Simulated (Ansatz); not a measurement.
## Convergence of BAs

```xyz
2
Lattice="0.0000 2.4096 2.4096 2.4096 0.0000 2.4096 2.4096 2.4096 0.0000" Properties=species:S:1:pos:R:3 pbc="T T T"
B     3.6144    3.6144    3.6144
As    0.0000    0.0000    0.0000
```

Atom numbers follow the list: B1, As2.

The cell is the one relaxed in the Materials Project (mp-10044), not relaxed further here; entries there can be hypothetical.

All numbers below come from DFT, LDA, all-electron LAPW, scalar-relativistic (Ansatz 0.2.0).

Numerical set-up: a Γ-centred 11×11×11 k mesh, Fermi–Dirac smearing of 0.01 eV, basis error target 1 meV/atom, no spin polarisation. One setting is then changed at a time.

```csv
k mesh,free energy less the base's (meV/atom),P (GPa),gap on the mesh (eV),cutoff chosen (eV)
11×11×11 (base),0.0,-7.19,1.183,310
3×3×3,316,-5.14,1.193,310
6×6×6,9.5,-7.17,?,310
8×8×8,1.2,-7.19,?,310
15×15×15,-0.1,-7.19,1.154,310
```

Q: Give the missing entry: row "6×6×6", column "gap on the mesh (eV)".

A: 1.247.

Q: Give the missing entry: row "8×8×8", column "gap on the mesh (eV)".

A: 1.166.
